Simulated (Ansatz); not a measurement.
The system is GaN.

```xyz
8
Lattice="3.2115 0.0000 0.0000 -1.6058 2.7813 0.0000 0.0000 0.0000 10.3568" Properties=species:S:1:pos:R:3 pbc="T T T"
Ga    0.0000    0.0000    8.1391
Ga    1.6058    0.9271    0.3868
Ga    0.0000    1.8542    5.5652
Ga    0.0000    0.0000    2.9607
N     0.0000    0.0000    0.9636
N     1.6058    0.9271    3.5601
N     0.0000    0.0000    6.1420
N     0.0000    1.8542    8.7385
```

The cell is a database's computed one.

```yaml
Program: Ansatz 0.2.0
Task: relaxation of cell and atoms
Functional: PBE
Dispersion: D3(BJ)
Potentials_or_basis: Ansatz PAW
Cutoff: "420 eV (not typed: the program's choice for these potentials)"
k_mesh: 10 × 10 × 3
Occupations: fermi-dirac, width 0.05 eV
Spin: no spin polarisation
```

At the start: volume 11.56 Å³/atom.

Task: Where does the relaxation end?

Result: It ends after 9 steps and the volume is 11.06 Å³/atom (-4.4 %); space group P6_3mc (No. 186, to 0.05 Å).

Step by step:
```tsv
step	energy change (eV)	largest force (eV/Å)	volume (Å³)
1	0.0000	0.3215	92.51
2	-0.1076	0.2802	90.45
3	-0.1357	0.2906	89.02
4	-0.1467	0.1814	88.59
5	-0.1521	0.0120	88.51
6	-0.1520	0.0009	88.54
7	-0.1418	0.0020	88.54
8	-0.1421	0.0012	88.45
9	-0.1418	0.0012	88.45
```

Final structure:
```
Ga N
1.0
     3.13787    0.00000    0.00000
    -1.56893    2.71748    0.00000
     0.00000    0.00000   10.37316
Ga N
4 4
Direct
  0.00000 0.00000 0.78279
  0.66667 0.33333 0.02833
  0.33333 0.66667 0.52833
  0.00000 0.00000 0.28279
  0.00000 0.00000 0.09421
  0.66667 0.33333 0.35468
  0.00000 0.00000 0.59421
  0.33333 0.66667 0.85468
```

Caveat: the plane-wave basis is chosen anew once the cell has moved, so the energies of steps on either side of that aren't comparable; the pressure holds a Pulay correction of +0.5 GPa for the finite cutoff.
